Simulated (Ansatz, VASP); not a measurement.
Mg: VASP beside Ansatz

The input INCAR:

```
SYSTEM = Mg
PREC     = Accurate       ! precision mode
ENCUT    = 520            ! plane-wave cutoff, eV
EDIFF    = 1E-6           ! SCF threshold, eV
ISMEAR   = 0              ! smearing method
SIGMA    = 0.028000000000000004 ! smearing width, eV
LREAL    = .False.        ! projectors in reciprocal space
LASPH    = .True.         ! aspherical terms in the spheres
NELM     = 60             ! most SCF steps
ALGO     = Fast           ! electronic algorithm
ISIF     = 2              ! what is computed and relaxed
LWAVE    = .False.        ! write WAVECAR
LCHARG   = .False.        ! write CHGCAR
GGA      = PE             ! functional
NBANDS   = 9              ! bands
```

KPOINTS

```
regular mesh
0
Gamma
  10 10 5
  0 0 0
```

Contents of POSCAR:

```
Mg
1.0
    3.2093000000      0.0000000000      0.0000000000
   -1.6046500000      2.7793353284      0.0000000000
    0.0000000000      0.0000000000      5.2103000000
Mg
2
Direct
    0.6666666667      0.3333333333      0.7500000000
    0.3333333333      0.6666666667      0.2500000000
```

Contents of input.yaml:

```yaml
crystal:
  lattice:
    - [3.2093, 0.0, 0.0]
    - [-1.60465, 2.7793353284, 0.0]
    - [0.0, 0.0, 5.2103]
  atoms:
    - { symbol: Mg, position: [0.6666666667, 0.3333333333, 0.75] }
    - { symbol: Mg, position: [0.3333333333, 0.6666666667, 0.25] }
kpoints:
  mp_grid: { grid: [10, 10, 5] }
scf:
  occupations: { method: gaussian, width: 0.028 }
hamiltonian:
  xc: pbe
  pseudopotentials: { kind: all_electron, lapw: { basis_error: 0.001 } }
output:
  forces: true
  stress: true
  eigenvalues: true
```

Alike in both runs: task single point; functional PBE; k mesh 10 × 10 × 5; occupations gaussian, width 0.028 eV; no spin polarisation.

|  | VASP | Ansatz |
| --- | --- | --- |
| version | VASP 6.6.1 | Ansatz 0.2.0 |
| potentials or method | VASP PAW PBE potentials, release 64 (Mg) | all-electron LAPW, scalar-relativistic |
| plane-wave cutoff (eV) | 520 | see its input |

|  | VASP | Ansatz | Ansatz less VASP |
| --- | --- | --- | --- |
| gap on the k mesh at the Fermi level (eV) | none | none | - |
| pressure (GPa) | -0.6 | -0.5 | +0.11 |
| largest component of the traceless stress (GPa) | 0.48 | 0.47 | -0.009 |

A gap of «none» marks a metal or a gap that the smearing closes. Ansatz ran all-electron here, so the differences hold the error of VASP's frozen core and of both bases.
